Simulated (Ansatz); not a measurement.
# GaP (F-43m) in Ansatz: relaxation of cell and atoms with PBEsol

Aim: the relaxation of cell and atoms of GaP with PBEsol.

Program: Ansatz 0.2.0. These are calculated values, not measurements. Logs are shortened: lines on timing, memory, paths and dates and some standing lists are left out, and cuts for length are marked.

## (1) The structure

Symmetry: F-43m, No. 216, cubic system. Conventional cell: a = 5.451 Å, b = 5.451 Å, c = 5.451 Å, α = 90.00°, β = 90.00°, γ = 90.00°. Ga (site symmetry -43m) is surrounded by 4 P at 2.36 Å. P (site symmetry -43m) is surrounded by 4 Ga at 2.36 Å.

## (2) Relaxation of cell and atoms, PBEsol

Input file input.yaml:

```yaml
crystal:
  lattice:
    - [0.0, 2.72525, 2.72525]
    - [2.72525, 0.0, 2.72525]
    - [2.72525, 2.72525, 0.0]
  atoms:
    - { symbol: Ga, position: [0.0, 0.0, 0.0] }
    - { symbol: P, position: [0.75, 0.75, 0.75] }
hamiltonian:
  xc: pbesol
  pseudopotentials: { kind: paw }
kpoints:
  mp_grid: { grid: [6, 6, 6] }
scf:
  occupations: { method: fermi_dirac, width: 0.05 }
output:
  forces: true
  stress: true
  eigenvalues: true
relax:
  f_tol: 0.01
  max_steps: 40
  cell: { stress_tol: 0.05 }
```

Potentials or basis: Ansatz PAW.

Command:

```console
> ansatz run input.yaml --threads 2 --pin off --max-ram 5632MiB --backend cpu --events-out ev --progress --plain --runs-dir out
```

Log:

```text
Warning: RAYON_NUM_THREADS=2 ignored (pool sized by the plan → 2); use --threads N
Engine: ansatz 0.2.0, x86_64-unknown-linux-gnu
Pseudopotentials: kind: paw
Pseudopotential: Ga, paw, valence charge 13, recommended cutoff 420 eV (normal), Ga.paw.azcp
Pseudopotential: P, paw, valence charge 5, recommended cutoff 420 eV (normal), P.paw.azcp
Functional definition: PBEsol
  exchange = pbesol_x
  correlation = pbesol_c
Crystal: 2 atoms, lattice volume = 40.481 Å³
Basis set: ecut = 420 eV, 749 PW (Γ), exchange–correlation on 54×54×54 points (8 copies of the dense FFT grid, shifted against one another)
Bands: 13, of which v1, the nominal top of the filled ones, is band 9 counted from 1 (8 counted from 0)
Symmetry: 24 space group operations
Space group: F-43m (ITA 216), of the structure as read, at distance tolerance 3.4e-5 Å
k-points: 16 of 216 (time reversal used)
Non-local potential: Ga, projectors of the file, l = 0: 2, l = 1: 2, l = 2: 3, l = 3: 1
Non-local potential: P, projectors of the file, l = 0: 2, l = 1: 2, l = 2: 2
PAW form: soft (Blöchl's): semilocal exchange-correlation on the pseudo side does not see the compensation charge
PAW frozen core: Ga, regenerated for the run's functional, and the local potential with it (the file was generated under x = pbe(κ = 0.804, μ = 0.2195149727645171), c = pbe(β = 0.06672455060314922))
PAW frozen core: P, regenerated for the run's functional, and the local potential with it (the file was generated under x = pbe(κ = 0.804, μ = 0.2195149727645171), c = pbe(β = 0.06672455060314922))
PAW one-centre angular grid: Ga, 590 points (default); XC on 64 Gauss nodes
PAW one-centre angular grid: P, 110 points (default); XC on 64 Gauss nodes
Initial density: superposition of atomic densities (neutral atoms: chi_scale 0, normalization atom), corrected by the library's trained network
Initial wavefunctions: pseudopotential atomic-orbital guess
Functional: x = pbesol(κ = 0.804, μ = 0.12345679012345678), c = pbesol(β = 0.046)
SCF iter   1: F=—  HF=-4484.043962 eV  |F-HF|=—  |Δ(HF+E_count)|=         —  Δρ=4.09e-3  dr2=1.11e-2  ethr=1.77e-3  ⟨swp⟩=6.3  Hψ=1377  notcnv=0
preconditioner: auto → none  [insulator: Δε(μ)=1.452 eV  Ē_g=15.432 eV  σ=0.050 eV  W_gap=1.00  n_scr=14 (ndim 8)  ℏωp=24.8 eV  f_vac=0.011  D(μ)=0.00/eV (n_scr^D=0)  ε∞_Penn≈3.6]
SCF iter   2: F=—  HF=-4484.039629 eV  |F-HF|=—  |Δ(HF+E_count)|=   4.33e-3  Δρ=1.59e-3  dr2=8.26e-4  ethr=6.19e-5  ⟨swp⟩=2.2  Hψ=454  notcnv=0
SCF iter   3: F=—  HF=-4484.039490 eV  |F-HF|=—  |Δ(HF+E_count)|=   1.40e-4  Δρ=4.70e-4  dr2=9.91e-5  ethr=4.59e-6  ⟨swp⟩=2.0  Hψ=351  notcnv=0
SCF iter   4: F=—  HF=-4484.039463 eV  |F-HF|=—  |Δ(HF+E_count)|=   2.70e-5  Δρ=2.34e-4  dr2=1.54e-5  ethr=5.51e-7  ⟨swp⟩=2.0  Hψ=352  notcnv=0
SCF iter   5: F=—  HF=-4484.039471 eV  |F-HF|=—  |Δ(HF+E_count)|=   8.30e-6  Δρ=3.58e-5  dr2=2.80e-7  ethr=8.57e-8  ⟨swp⟩=2.1  Hψ=260  notcnv=0
SCF iter   6: F=-4484.039471 eV  HF=-4484.039471 eV  |F-HF|=1.59e-8  |Δ(HF+E_count)|=   3.13e-7  Δρ=8.39e-6  dr2=1.55e-8  ethr=5.56e-10  ⟨swp⟩=7.0  Hψ=1096  notcnv=0
SCF 1 converged in 6 iterations: F = -4484.039471 eV  dr2 = 1.55e-8
relax step   1: F+E_penalty+E_count = -4484.03947114 eV  Δ(F+E_penalty+E_count) = +0.000e0 eV  max|allowed force component| = 2.591e-16 eV/Å  Δτ_max = 0.0000 Å  P = -0.529 GPa  Ω = 40.481 Å³  (6 SCF iters, dr2 threshold 1.00e-7 eV, accepted)
Crystal: 2 atoms, lattice volume = 40.302 Å³
Initial density: handed on by an earlier stage of this run
Initial wavefunctions: those handed on with the density
iter 1 solved again at ethr=1.54e-7 eV; its pass at ethr=3.10e-3 eV (dr2=2.77e-5 eV) is discarded
SCF iter   1: F=—  HF=-4484.039909 eV  |F-HF|=—  |Δ(HF+E_count)|=         —  Δρ=2.30e-4  dr2=3.00e-5  ethr=1.54e-7  ⟨swp⟩=2.4  Hψ=1430  notcnv=0
preconditioner: auto → none  [insulator: Δε(μ)=1.503 eV  Ē_g=15.465 eV  σ=0.050 eV  W_gap=1.00  n_scr=14 (ndim 8)  ℏωp=24.8 eV  f_vac=0.005  D(μ)=0.00/eV (n_scr^D=0)  ε∞_Penn≈3.6]
SCF iter   2: F=—  HF=-4484.039901 eV  |F-HF|=—  |Δ(HF+E_count)|=   7.48e-6  Δρ=8.83e-5  dr2=3.14e-6  ethr=1.54e-7  ⟨swp⟩=2.0  Hψ=268  notcnv=0
SCF iter   3: F=—  HF=-4484.039901 eV  |F-HF|=—  |Δ(HF+E_count)|=   6.72e-8  Δρ=3.46e-5  dr2=4.27e-7  ethr=1.74e-8  ⟨swp⟩=2.6  Hψ=366  notcnv=0
SCF iter   4: F=-4484.039901 eV  HF=-4484.039901 eV  |F-HF|=3.76e-8  |Δ(HF+E_count)|=   1.52e-8  Δρ=8.85e-6  dr2=2.10e-8  ethr=1.11e-9  ⟨swp⟩=6.9  Hψ=1079  notcnv=0
SCF 2 converged in 4 iterations: F = -4484.039901 eV  dr2 = 2.10e-8
relax step   2: F+E_penalty+E_count = -4484.03990118 eV  Δ(F+E_penalty+E_count) = -4.300e-4 eV  max|allowed force component| = 7.055e-17 eV/Å  Δτ_max = 0.0000 Å  P = -0.159 GPa  Ω = 40.302 Å³  energy of the carried Pulay correction = +4.591e-5 eV  (4 SCF iters, dr2 threshold 2.00e-7 eV, accepted)
Crystal: 2 atoms, lattice volume = 40.226 Å³
iter 1 solved again at ethr=2.82e-8 eV; its pass at ethr=3.10e-3 eV (dr2=5.08e-6 eV) is discarded
SCF iter   1: F=—  HF=-4484.039960 eV  |F-HF|=—  |Δ(HF+E_count)|=         —  Δρ=9.85e-5  dr2=5.48e-6  ethr=2.82e-8  ⟨swp⟩=2.4  Hψ=1430  notcnv=0
preconditioner: auto → none  [insulator: Δε(μ)=1.497 eV  Ē_g=15.474 eV  σ=0.050 eV  W_gap=1.00  n_scr=14 (ndim 8)  ℏωp=24.8 eV  f_vac=0.005  D(μ)=0.00/eV (n_scr^D=0)  ε∞_Penn≈3.6]
SCF iter   2: F=—  HF=-4484.039958 eV  |F-HF|=—  |Δ(HF+E_count)|=   1.42e-6  Δρ=4.02e-5  dr2=6.22e-7  ethr=2.82e-8  ⟨swp⟩=2.0  Hψ=264  notcnv=0
SCF iter   3: F=—  HF=-4484.039958 eV  |F-HF|=—  |Δ(HF+E_count)|=   2.96e-8  Δρ=1.35e-5  dr2=7.10e-8  ethr=3.46e-9  ⟨swp⟩=2.4  Hψ=305  notcnv=0
SCF iter   4: F=-4484.039958 eV  HF=-4484.039958 eV  |F-HF|=7.70e-9  |Δ(HF+E_count)|=   5.80e-9  Δρ=3.90e-6  dr2=4.10e-9  ethr=3.50e-10  ⟨swp⟩=6.0  Hψ=1010  notcnv=0
SCF 3 converged in 4 iterations: F = -4484.039958 eV  dr2 = 4.10e-9
relax step   3: F+E_penalty+E_count = -4484.03995819 eV  Δ(F+E_penalty+E_count) = -5.701e-5 eV  max|allowed force component| = 6.361e-17 eV/Å  Δτ_max = 0.0000 Å  P = +0.001 GPa  Ω = 40.226 Å³  energy of the carried Pulay correction = +6.550e-5 eV  (4 SCF iters, dr2 threshold 6.29e-8 eV, accepted)
Initial wavefunctions: pseudopotential atomic-orbital guess (no wavefunctions were taken with the density)
iter 1 solved again at ethr=1.27e-6 eV; its pass at ethr=3.10e-3 eV (dr2=2.29e-4 eV) is discarded
SCF iter   1: F=—  HF=-4484.039896 eV  |F-HF|=—  |Δ(HF+E_count)|=         —  Δρ=6.58e-6  dr2=3.89e-9  ethr=1.27e-6  ⟨swp⟩=3.0  Hψ=1881  notcnv=0
eigensolver tolerance schedule: the retry pair's looser diagonalisation over-reported the residual by 58746.46 of it (diagonalisation noise at an unbounded share of the residual, at the tolerance the schedule requests for it); recorded, not acted on — ethr = c·dr2/N_el stays at c = 1.0e-1
preconditioner: auto → none  [insulator: Δε(μ)=1.496 eV  Ē_g=15.474 eV  σ=0.050 eV  W_gap=1.00  n_scr=14 (ndim 8)  ℏωp=24.8 eV  f_vac=0.005  D(μ)=0.00/eV (n_scr^D=0)  ε∞_Penn≈3.6]
SCF iter   2: F=—  HF=-4484.039894 eV  |F-HF|=—  |Δ(HF+E_count)|=   1.40e-6  Δρ=5.83e-6  dr2=6.17e-9  ethr=2.16e-11  ⟨swp⟩=3.8  Hψ=523  notcnv=0
SCF iter   3: F=—  HF=-4484.039894 eV  |F-HF|=—  |Δ(HF+E_count)|=  9.22e-10  Δρ=1.80e-6  dr2=4.80e-10  ethr=2.16e-11  ⟨swp⟩=2.0  Hψ=356  notcnv=0
SCF iter   4: F=—  HF=-4484.039894 eV  |F-HF|=—  |Δ(HF+E_count)|=  3.87e-10  Δρ=2.80e-7  dr2=2.56e-11  ethr=2.67e-12  ⟨swp⟩=2.0  Hψ=359  notcnv=0
SCF iter   5: F=-4484.039894 eV  HF=-4484.039894 eV  |F-HF|=1.82e-12  |Δ(HF+E_count)|=  3.64e-12  Δρ=6.27e-8  dr2=8.77e-13  ethr=1.00e-12  ⟨swp⟩=6.8  Hψ=1033  notcnv=0
SCF 4 converged in 5 iterations: F = -4484.039894 eV  dr2 = 8.77e-13
relax step   4: F+E_penalty+E_count = -4484.03989437 eV  Δ(F+E_penalty+E_count) = +6.382e-5 eV  max|allowed force component| = 7.864e-17 eV/Å  Δτ_max = 0.0000 Å  P = +0.000 GPa  Ω = 40.226 Å³  stress off target by 2.51e-4 GPa  SCF on the basis re-selected at this cell (its energy is not comparable with the rows above)  (5 SCF iters)
basis re-selected at this cell: Δ(F+E_penalty+E_count) = +6.382e-5 eV, ΔP = -0.001 GPa vs the last step (what re-selecting the basis moved, of the pressure what is left beyond the Pulay correction that the steps carried, after the strain that the cell walked since its last selection, with what the two solves' SCF thresholds leave and, on support functions, any second-order correction that the steps lacked; it is no measure of the basis error at this ecutwfc). This SCF's stress stands 2.51e-4 GPa from its target on what of the cell is left free (relax.cell.stress_tol is 5.00e-2 GPa) and its largest allowed force component is 7.86e-17 eV/Å (relax.f_tol is 1.00e-2 eV/Å): within both
SCF converged after 5 iterations
Free energy (F): -4484.039894 eV
Harris-Foulkes:  -4484.039894 eV  (|F-HF|=1.82e-12)
Internal energy: -4484.039894 eV  (E = F + TS)
E sigma→0 (E₀):  -4484.039894 eV
Entropy (-TS):   -0.000000 eV (-0.000 meV/atom)
Fermi energy:    7.822743 eV
--- Per-component energies (eV) ---
  E_band       = -59.105041
  E_kinetic    = 186.347386
  E_local      = -2197.633750  (includes V_loc(G=0)·N_el)
  E_nonlocal   = 460.135259
  E_hartree    = 1015.062621
  E_xc         = -129.755329
  E_vxc        = -119.122345  (∫ρ·V_xc dr)
  E_paw        = -2503.699404  (= ΣΔE_a)
  E_vpaw       = -418.956722  (= ΣTr[D̂ρ^β])
  E_aug_tail   = -0.000101  (compensation charges beyond the density's cutoff)
  E_ewald      = -1315.405650
  E_core_change = 0.909074  (= ΣΔE_core)
  E_smearing   = -0.000000  (= −TS)
  E_closure    = 0.000000  (closes the sum)
  Σ components = -4484.039894   (vs F -4484.039894, Δ=0.00e0)
--- Forces (eV/Å), atoms counted from 1 ---
  atom   1  Ga    -0.00000000    -0.00000000     0.00000000
  atom   2  P      0.00000000     0.00000000    -0.00000000
  max |Σ_I F_I| component: 4.63e-17 eV/Å
--- Stress (GPa, compression-positive) ---
        0.000251      -0.000000       0.000000
       -0.000000       0.000251       0.000000
        0.000000       0.000000       0.000251
  P = ⅓ Tr σ = 0.0003 GPa (0.003 kbar)
--- Band table (eV; the first three rows and the last of 16) ---
  k-point 0: bands = ["-7.4911", "-7.4911", "-7.4911", "-7.3893", "-7.3893", "-5.4876", "7.0818", "7.0818", "7.0818", "8.8752", "10.8931", "10.8931", "10.8931"]
  k-point 1: bands = ["-7.5147", "-7.4830", "-7.4830", "-7.3892", "-7.3892", "-5.1267", "4.6589", "6.7013", "6.7013", "9.4431", "11.4501", "11.4501", "12.0443"]
  k-point 2: bands = ["-7.5561", "-7.4701", "-7.4701", "-7.3856", "-7.3856", "-4.1636", "1.8029", "6.1568", "6.1568", "8.9088", "11.8180", "11.8180", "14.5845"]
  k-point 15: bands = ["-7.5968", "-7.4442", "-7.4296", "-7.4106", "-7.3759", "-2.3872", "0.3976", "3.6286", "3.7369", "10.4401", "10.6552", "14.5603", "14.5875"]
--- Relaxed structure (3 steps of the walk, 3 accepted, 1 SCFs on fresh bases) ---
  F+E_penalty+E_count = -4484.03989437 eV   max|allowed force component| = 7.864e-17 eV/Å   (the final SCF, on the basis selected at the relaxed cell)
  cell:  # Å, volume = 40.2265 Å³
    - [1.2165200728538222e-33, 2.7195303842474967, 2.7195303842474967]
    - [2.7195303842474967, 6.674937363093222e-33, 2.7195303842474967]
    - [2.7195303842474967, 2.7195303842474967, 4.7832804958807354e-33]
  atoms:
    - { symbol: Ga, position: [5.421702152865177e-34, -8.012929794153083e-34, -6.952882122717121e-34] }
    - { symbol: P, position: [0.7500000000000002, 0.7500000000000002, 0.7500000000000002] }
```

Run time: 2.9 s. Hardware: 2 threads of Intel Xeon Platinum 8488C (Sapphire Rapids), shared host; peak memory 0.37 GiB.

What came out:

```yaml
Free_energy: -4484.0399 eV
Relaxed_volume: 20.11 Å³/atom
Relaxed_cell: a = 3.846 Å, b = 3.846 Å, c = 3.846 Å, α = 60.00°, β = 60.00°, γ = 60.00°
Space_group_after_relaxing_to_0.05_Å: F-43m (No. 216)
Energy_gained_by_relaxing: 0.2 meV/atom
Ionic_steps: 4
Pressure_after_relaxing: 0.0 GPa
Band_gap_on_the_k_mesh: 1.50 eV, indirect (least direct gap 1.79 eV)
```

Step by step:
| step | energy change (eV) | largest force (eV/Å) | volume (Å³) |
| --- | --- | --- | --- |
| 1 | 0.0000 | 0.0000 | 40.48 |
| 2 | -0.0004 | 0.0000 | 40.30 |
| 3 | -0.0005 | 0.0000 | 40.23 |
| 4 | -0.0004 | 0.0000 | 40.23 |

Final structure:
```
Ga P
1.0
     0.00000    2.71953    2.71953
     2.71953    0.00000    2.71953
     2.71953    2.71953    0.00000
Ga P
1 1
Direct
  0.00000 0.00000 0.00000
  0.75000 0.75000 0.75000
```

Levels at points of the mesh, in eV from the valence-band top:
| k point | band 7 | band 8 | band 9 | band 10 | band 11 | band 12 |
| --- | --- | --- | --- | --- | --- | --- |
| (0.00, 0.00, 0.00) | 0.00 | 0.00 | 0.00 | 1.79 | 3.81 | 3.81 |
| (0.00, 0.00, -0.50) | -6.73 | -1.14 | -1.14 | 1.60 | 4.63 | 4.63 |
| (0.00, -0.50, -0.50) | -6.84 | -2.74 | -2.74 | 1.50 | 1.70 | 10.56 |

Caveat: the plane-wave basis is chosen anew once the cell has moved, so the energies of steps on either side of that aren't comparable; the PAW data sets come from PBE, with cores solved anew for the run's functional, which leaves a small shift of forces and pressure. A hybrid or GW would open this gap; PBEsol tends to underestimate it.
